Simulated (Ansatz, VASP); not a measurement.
## Cross-check of CrSBr between VASP and Ansatz

One calculation is typed for both programs; each brings its own data sets and cutoff. How far apart do they land?

Main program and level: Ansatz 0.2.0; plane waves, with VASP 6.6.1 beside it; single point at LDA, DFT+U.

### 1. Set-up

It takes space group Pmmn (No. 59, orthorhombic). Conventional cell: a = 3.540 Å, b = 4.755 Å, c = 8.394 Å, α = 90.00°, β = 90.00°, γ = 90.00°. Cr has 4 S at 2.39 to 2.42 Å and 2 Br at 2.51 Å nearest. Nearest to S lie 4 Cr at 2.39 to 2.42 Å. Nearest to Br lie 2 Cr at 2.51 Å. Farther neighbours and most contacts between anions are not listed.

### 2. VASP: single point, LDA, DFT+U

A single point gives forces, pressure and levels at one fixed geometry, so differences don't come from the geometry; what else differs is listed under the comparison.

Lines of VASP's logs that name or quote its potential files are left out, and so is its time.

INCAR

```
SYSTEM = CrSBr
PREC = Accurate
ENCUT = 400
EDIFF = 1E-06
NELM = 100
ISMEAR = -1
SIGMA = 0.05
LREAL = .FALSE.
ALGO = Normal
GGA = CA
NBANDS = 38
ISPIN = 2
MAGMOM = 3 3 0 0 0 0
LDAU = .TRUE.
LDAUTYPE = 2
LDAUL = 2 -1 -1
LDAUU = 4 0 0
LDAUJ = 0 0 0
LDAUPRINT = 1
LASPH = .TRUE.
LMAXMIX = 4
LORBIT = 11
LWAVE = .FALSE.
LCHARG = .FALSE.
KPAR = 8
ISIF = 2
```

POSCAR

```
CrSBr
1.0
    3.5404561400      0.0000000000      0.0000000000
    0.0000000000      4.7554718500      0.0000000000
    0.0000000000      0.0000000000      8.3940423500
Cr S Br
2 2 2
Direct
    0.5000000000      0.0000000000      0.8787434000
    0.0000000000      0.5000000000      0.1212566000
    0.5000000000      0.5000000000      0.9295014300
    0.0000000000      0.0000000000      0.0704985700
    0.0000000000      0.0000000000      0.6659578600
    0.5000000000      0.5000000000      0.3340421400
```

KPOINTS

```
Automatic mesh
0
Gamma
6 5 3
0 0 0
```

PAW data sets: Cr_pv, S and Br (PBE family, release 64).

The run is started by

```console
$ mpirun -np 8 vasp_std
```

Numbers of over 12 decimals in the logs are rounded to 6 here.

The program printed:

```text
[banner, memory and clock lines left out]
running    8 mpi-ranks, on    1 nodes
 distrk:  each k-point on    1 cores,    8 groups
 distr:  one band on    1 cores,    1 groups

 POSCAR found type information on POSCAR CrS Br
 POSCAR found :  3 types and       6 ions
|                                                                             |
|           W    W    AA    RRRRR   N    N  II  N    N   GGGG   !!!           |
|           W    W   A  A   R    R  NN   N  II  NN   N  G    G  !!!           |
|           W    W  A    A  R    R  N N  N  II  N N  N  G       !!!           |
|           W WW W  AAAAAA  RRRRR   N  N N  II  N  N N  G  GGG   !            |
|           WW  WW  A    A  R   R   N   NN  II  N   NN  G    G                |
|           W    W  A    A  R    R  N    N  II  N    N   GGGG   !!!           |
|                                                                             |
|     For optimal performance we recommend to set                             |
|       NCORE = 2 up to number-of-cores-per-socket                            |
|     NCORE specifies how many cores store one orbital (NPAR=cpu/NCORE).      |
|     This setting can greatly improve the performance of VASP for DFT.       |
|     The default, NCORE=1 might be grossly inefficient on modern             |
|     multi-core architectures or massively parallel machines. Do your        |
|     Unfortunately you need to use the default for GW and RPA                |
|     calculations (for HF NCORE is supported but not extensively tested      |
|     yet).                                                                   |
|                                                                             |

|                                                                             |
|               ----> ADVICE to this user running VASP <----                  |
|                                                                             |
|     You enforced a specific xc type in the INCAR file but a different       |
|     [... a line on the potential file left out ...]
|     I HOPE YOU KNOW WHAT YOU ARE DOING!                                     |
|                                                                             |

 LDA part: xc-table for (Slater(with rela. corr.)+CA(PZ))
 , standard interpolation
 POSCAR, INCAR and KPOINTS ok, starting setup
 FFT: planning ... GRIDC
 FFT: planning ... GRID_SOFT
 FFT: planning ... GRID
 WAVECAR not read
 entering main loop
       N       E                     dE             d eps       ncg     rms          rms(c)
DAV:   1     0.408814698506E+03    0.40881E+03   -0.21869E+04  4040   0.101E+03
DAV:   2    -0.533435271425E+00   -0.40935E+03   -0.38947E+03  4106   0.295E+02
DAV:   3    -0.341933685106E+02   -0.33660E+02   -0.33218E+02  4336   0.879E+01
DAV:   4    -0.349357522743E+02   -0.74238E+00   -0.74115E+00  4288   0.136E+01
DAV:   5    -0.349570405636E+02   -0.21288E-01   -0.21286E-01  5344   0.209E+00    0.195E+01
DAV:   6    -0.345212696425E+02    0.43577E+00   -0.35977E+01  4238   0.459E+01    0.191E+01
DAV:   7    -0.334590023590E+02    0.10623E+01   -0.96047E+00  4134   0.303E+01    0.743E+00
DAV:   8    -0.335673197251E+02   -0.10832E+00   -0.82358E-01  4188   0.363E+00    0.390E+00
DAV:   9    -0.335639609309E+02    0.33588E-02   -0.12197E-01  4556   0.341E+00    0.991E-01
DAV:  10    -0.335697076799E+02   -0.57467E-02   -0.39295E-02  4226   0.101E+00    0.343E-01
DAV:  11    -0.335705179613E+02   -0.81028E-03   -0.16482E-03  4788   0.250E-01    0.157E-01
DAV:  12    -0.335706223211E+02   -0.10436E-03   -0.37515E-04  4478   0.102E-01    0.826E-02
DAV:  13    -0.335706408992E+02   -0.18578E-04   -0.91465E-05  4574   0.768E-02    0.366E-02
DAV:  14    -0.335706519476E+02   -0.11048E-04   -0.17248E-05  4428   0.203E-02    0.181E-02
DAV:  15    -0.335706532103E+02   -0.12627E-05   -0.38422E-06  3984   0.988E-03    0.866E-03
DAV:  16    -0.335706535392E+02   -0.32890E-06   -0.75752E-07  2490   0.512E-03
   1 F= -.33570654E+02 E0= -.33570642E+02  d E =-.234016E-04  mag=     6.0000
```

OUTCAR, selected parts (step 2):

```text
ion  position               nearest neighbor table
   1  0.500  0.000  0.879-   4 2.39   4 2.39   3 2.42   3 2.42   5 2.51   5 2.51
   2  0.000  0.500  0.121-   3 2.39   3 2.39   4 2.42   4 2.42   6 2.51   6 2.51
   3  0.500  0.500  0.930-   2 2.39   2 2.39   1 2.42   1 2.42
   4  0.000  0.000  0.070-   1 2.39   1 2.39   2 2.42   2 2.42
   5  0.000  0.000  0.666-   1 2.51   1 2.51
   6  0.500  0.500  0.334-   2 2.51   2 2.51

  LATTYP: Found a simple orthorhombic cell.
 ALAT       =     3.5404561400
 B/A-ratio  =     1.3431805570
 C/A-ratio  =     2.3708929070

 Subroutine GETGRP returns: Found  8 space group operations
 (whereof  4 operations were pure point group operations)

The static configuration has the point symmetry C_2v.
 The point group associated with its full space group is D_2h.

 Found     24 irreducible k-points:

   k-points           NKPTS =     24   k-points in BZ     NKDIM =     24   number of bands    NBANDS=     38

   dimension x,y,z NGX =    24 NGY =   32 NGZ =   56
   dimension x,y,z NGXF=    48 NGYF=   64 NGZF=  112

   ENCUT  =  400.0 eV  29.40 Ry    5.42 a.u.   5.77  7.75 13.69*2*pi/ulx,y,z

   NELECT =      50.0000    total number of electrons

 k-points in reciprocal lattice and weights: Automatic mesh
   0.00000000  0.00000000  0.00000000       0.011
   0.16666667  0.00000000  0.00000000       0.022
   0.33333333  0.00000000  0.00000000       0.022
   0.50000000  0.00000000  0.00000000       0.011
   0.00000000  0.20000000  0.00000000       0.022
   0.16666667  0.20000000  0.00000000       0.044
   0.33333333  0.20000000  0.00000000       0.044
   0.50000000  0.20000000  0.00000000       0.022
   0.00000000  0.40000000  0.00000000       0.022
[...]
0.33333333  0.40000000  0.33333333       0.089
   0.50000000  0.40000000  0.33333333       0.044

atom =   1  type =  1  l = 2

 onsite density matrix

spin component  1

  0.9185  0.0000  0.0000  0.0000  0.0000
  0.0000  0.9144  0.0000  0.0000  0.0000
  0.0000  0.0000  0.7817  0.0000 -0.2327
  0.0000  0.0000  0.0000  0.4280  0.0000
  0.0000  0.0000 -0.2327  0.0000  0.5243

spin component  2

  0.0375  0.0000  0.0000  0.0000  0.0000
  0.0000  0.0384  0.0000  0.0000  0.0000
  0.0000  0.0000  0.0708  0.0000  0.0633
  0.0000  0.0000  0.0000  0.1960  0.0000
  0.0000  0.0000  0.0633  0.0000  0.1530

 occupancies and eigenvectors

  o =  0.0364  v =  0.0000  0.0000  0.0000  0.0000  0.0000  0.0000  0.0000 -0.8787  0.0000  0.4773      0.0000  0.0000  0.0000  0.0000  0.0000  0.0000  0.0000  0.0000  0.0000  0.0000
  o =  0.0375  v =  0.0000  0.0000  0.0000  0.0000  0.0000  1.0000  0.0000  0.0000  0.0000  0.0000      0.0000  0.0000  0.0000  0.0000  0.0000  0.0000  0.0000  0.0000  0.0000  0.0000
  o =  0.0384  v =  0.0000  0.0000  0.0000  0.0000  0.0000  0.0000  1.0000  0.0000  0.0000  0.0000      0.0000  0.0000  0.0000  0.0000  0.0000  0.0000  0.0000  0.0000  0.0000  0.0000
  o =  0.1874  v =  0.0000  0.0000  0.0000  0.0000  0.0000  0.0000  0.0000 -0.4773  0.0000 -0.8787      0.0000  0.0000  0.0000  0.0000  0.0000  0.0000  0.0000  0.0000  0.0000  0.0000
  o =  0.1960  v =  0.0000  0.0000  0.0000  0.0000  0.0000  0.0000  0.0000  0.0000 -1.0000  0.0000      0.0000  0.0000  0.0000  0.0000  0.0000  0.0000  0.0000  0.0000  0.0000  0.0000
  o =  0.3871  v =  0.0000  0.0000 -0.5079  0.0000 -0.8614  0.0000  0.0000  0.0000  0.0000  0.0000      0.0000  0.0000  0.0000  0.0000  0.0000  0.0000  0.0000  0.0000  0.0000  0.0000
  o =  0.4280  v =  0.0000  0.0000  0.0000  1.0000  0.0000  0.0000  0.0000  0.0000  0.0000  0.0000      0.0000  0.0000  0.0000  0.0000  0.0000  0.0000  0.0000  0.0000  0.0000  0.0000
  o =  0.9144  v =  0.0000  1.0000  0.0000  0.0000  0.0000  0.0000  0.0000  0.0000  0.0000  0.0000      0.0000  0.0000  0.0000  0.0000  0.0000  0.0000  0.0000  0.0000  0.0000  0.0000
  o =  0.9185  v =  1.0000  0.0000  0.0000  0.0000  0.0000  0.0000  0.0000  0.0000  0.0000  0.0000      0.0000  0.0000  0.0000  0.0000  0.0000  0.0000  0.0000  0.0000  0.0000  0.0000
  o =  0.9189  v =  0.0000  0.0000 -0.8614  0.0000  0.5079  0.0000  0.0000  0.0000  0.0000  0.0000      0.0000  0.0000  0.0000  0.0000  0.0000  0.0000  0.0000  0.0000  0.0000  0.0000

atom =   2  type =  1  l = 2

 onsite density matrix

spin component  1

  0.9185  0.0000  0.0000  0.0000  0.0000
  0.0000  0.9144  0.0000  0.0000  0.0000
[...]
o =  0.0375  v =  0.0000  0.0000  0.0000  0.0000  0.0000  1.0000  0.0000  0.0000  0.0000  0.0000      0.0000  0.0000  0.0000  0.0000  0.0000  0.0000  0.0000  0.0000  0.0000  0.0000
  o =  0.0384  v =  0.0000  0.0000  0.0000  0.0000  0.0000  0.0000  1.0000  0.0000  0.0000  0.0000      0.0000  0.0000  0.0000  0.0000  0.0000  0.0000  0.0000  0.0000  0.0000  0.0000
  o =  0.1874  v =  0.0000  0.0000  0.0000  0.0000  0.0000  0.0000  0.0000 -0.4773  0.0000 -0.8787      0.0000  0.0000  0.0000  0.0000  0.0000  0.0000  0.0000  0.0000  0.0000  0.0000
  o =  0.1960  v =  0.0000  0.0000  0.0000  0.0000  0.0000  0.0000  0.0000  0.0000 -1.0000  0.0000      0.0000  0.0000  0.0000  0.0000  0.0000  0.0000  0.0000  0.0000  0.0000  0.0000
  o =  0.3871  v =  0.0000  0.0000 -0.5079  0.0000 -0.8614  0.0000  0.0000  0.0000  0.0000  0.0000      0.0000  0.0000  0.0000  0.0000  0.0000  0.0000  0.0000  0.0000  0.0000  0.0000
  o =  0.4280  v =  0.0000  0.0000  0.0000  1.0000  0.0000  0.0000  0.0000  0.0000  0.0000  0.0000      0.0000  0.0000  0.0000  0.0000  0.0000  0.0000  0.0000  0.0000  0.0000  0.0000
  o =  0.9144  v =  0.0000  1.0000  0.0000  0.0000  0.0000  0.0000  0.0000  0.0000  0.0000  0.0000      0.0000  0.0000  0.0000  0.0000  0.0000  0.0000  0.0000  0.0000  0.0000  0.0000
  o =  0.9185  v =  1.0000  0.0000  0.0000  0.0000  0.0000  0.0000  0.0000  0.0000  0.0000  0.0000      0.0000  0.0000  0.0000  0.0000  0.0000  0.0000  0.0000  0.0000  0.0000  0.0000
  o =  0.9189  v =  0.0000  0.0000 -0.8614  0.0000  0.5079  0.0000  0.0000  0.0000  0.0000  0.0000      0.0000  0.0000  0.0000  0.0000  0.0000  0.0000  0.0000  0.0000  0.0000  0.0000

 average (electrostatic) potential at core
       1 -73.3729       2 -73.3729       3 -88.3664       4 -88.3664       5 -62.3932
       6 -62.3932

 E-fermi :   2.6140

 spin component 1
 k-point     1 :       0.0000    0.0000    0.0000
  band No.  band energies     occupation
    ...
     24       0.8443      1.00000
     25       1.5729      1.00000
     26       1.7093      1.00000
     27       2.0529      0.99999
     28       2.2654      0.99906
     29       3.1454      0.00002
     30       3.1683      0.00002
     31       4.4515      0.00000
     32       4.6005      0.00000
     33       7.2356      0.00000
    ...

 k-point     2 :       0.1667    0.0000    0.0000
  band No.  band energies     occupation
    ...
     24       0.7446      1.00000
     25       1.4881      1.00000
     26       1.5614      1.00000
     27       1.6426      1.00000
     28       2.2025      0.99973
     29       3.1690      0.00002
     30       3.2058      0.00001
     31       4.0224      0.00000
     32       4.1394      0.00000
     33       7.8754      0.00000
    ...

 k-point     3 :       0.3333    0.0000    0.0000
  band No.  band energies     occupation
    ...
     24       0.6709      1.00000
     25       1.0334      1.00000
     26       1.0762      1.00000
     27       1.4478      1.00000
     28       1.9615      1.00000
     29       3.0705      0.00011
     30       3.1279      0.00003
     31       4.0443      0.00000
     32       4.2687      0.00000
     33       7.8229      0.00000
    ...

 k-point     4 :       0.5000    0.0000    0.0000
  band No.  band energies     occupation
    ...
     24       0.4863      1.00000
     25       0.8592      1.00000
     26       0.8592      1.00000
     27       1.5212      1.00000
     28       1.5212      1.00000
     29       3.0480      0.00017
     30       3.0480      0.00017
     31       4.3903      0.00000
     32       4.3903      0.00000
     33       7.6847      0.00000
    ...

 k-point     5 :       0.0000    0.2000    0.0000
  band No.  band energies     occupation
    ...
     24       0.8066      1.00000
     25       1.3471      1.00000
     26       1.4156      1.00000
     27       1.7391      1.00000
     28       1.9907      1.00000
     29       3.6527      0.00000
     30       4.3775      0.00000
     31       4.5004      0.00000
     32       4.6473      0.00000
     33       7.7690      0.00000
    ...

 k-point     6 :       0.1667    0.2000    0.0000
  band No.  band energies     occupation
    ...
     24       0.7862      1.00000
     25       1.2721      1.00000
     26       1.2832      1.00000
     27       1.6861      1.00000
     28       1.8063      1.00000
     29       3.6331      0.00000
     30       4.0827      0.00000
     31       4.1636      0.00000
     32       4.4896      0.00000
     33       7.8761      0.00000
    ...

  Total       -2.0719999     -1.6462560     -1.7275367      0.0000000      0.0000000      0.0000000
  in kB      -23.4896375    -18.6631081    -19.5845630      0.0000000      0.0000000      0.0000000
  external PRESSURE =     -20.5791029 kB  Pullay stress =       0.0000000 kB

  energy-cutoff  :      400.00
  volume of cell :      141.33
      direct lattice vectors                 reciprocal lattice vectors
     3.540456140  0.000000000  0.000000000     0.282449481  0.000000000  0.000000000
     0.000000000  4.755471850  0.000000000     0.000000000  0.210284075  0.000000000
     0.000000000  0.000000000  8.394042350     0.000000000  0.000000000  0.119132113

 POSITION                                       TOTAL-FORCE (eV/Angst)
 -----------------------------------------------------------------------------------
      1.77023      0.00000      7.37621         0.000000      0.000000     -0.121443
      0.00000      2.37774      1.01783         0.000000      0.000000      0.121443
      1.77023      2.37774      7.80227         0.000000      0.000000     -0.005929
      0.00000      0.00000      0.59177         0.000000      0.000000      0.005929
      0.00000      0.00000      5.59008         0.000000      0.000000      0.160319
      1.77023      2.37774      2.80396         0.000000      0.000000     -0.160319
 -----------------------------------------------------------------------------------
    total drift:                                0.000000      0.000000      0.000000

  FREE ENERGIE OF THE ION-ELECTRON SYSTEM (eV)
  ---------------------------------------------------
  free  energy   TOTEN  =       -33.5706535392 eV

  energy  without entropy=      -33.5706301377  energy(sigma->0) =      -33.57064184

 total charge
# of ion       s       p       d       tot
------------------------------------------
    1        0.266   6.281   4.037  10.583
    2        0.266   6.281   4.037  10.583
    3        1.321   2.398   0.000   3.718
    4        1.321   2.398   0.000   3.718
    5        1.606   3.212   0.020   4.837
    6        1.606   3.212   0.020   4.837
--------------------------------------------------
tot          6.384  23.781   8.112  38.277

 magnetization (x)
# of ion       s       p       d       tot
------------------------------------------
    1        0.029   0.029   3.063   3.120
    2        0.029   0.029   3.063   3.120
    3       -0.011  -0.163   0.000  -0.174
    4       -0.011  -0.163   0.000  -0.174
    5       -0.000  -0.048   0.004  -0.044
    6       -0.000  -0.048   0.004  -0.044
--------------------------------------------------
tot          0.034  -0.364   6.134   5.804

[... 6 further parts left out ...]
```

Experiment finds antiferromagnetic order in this phase (below 132 K, arxiv:2007.10715), so this ferromagnetic run describes another state. The PAW data sets were made with PBE, though LDA sets exist; this is a small mismatch. At this level the cell is under a tension of 2.1 GPa, so at these settings it is away from equilibrium.

[end of part 1 of 2]

[Lines on the potential files, build, host, timing and source positions are cut from VASP's logs without a mark.]

[Logs are printed without paths, hosts, clocks, repeated set-up lines and the standing remarks that a program may print on its own settings, such as how far it seeks lower states.]

[Hosts, paths, dates, database ids (printed as entryN), source tags and the programs' standing remarks are cut or masked in the printed files.]

[VASP's PBE data sets in a run with another functional are called a small mismatch above; for pressures it isn't always small: they can move by 1 GPa and more.]
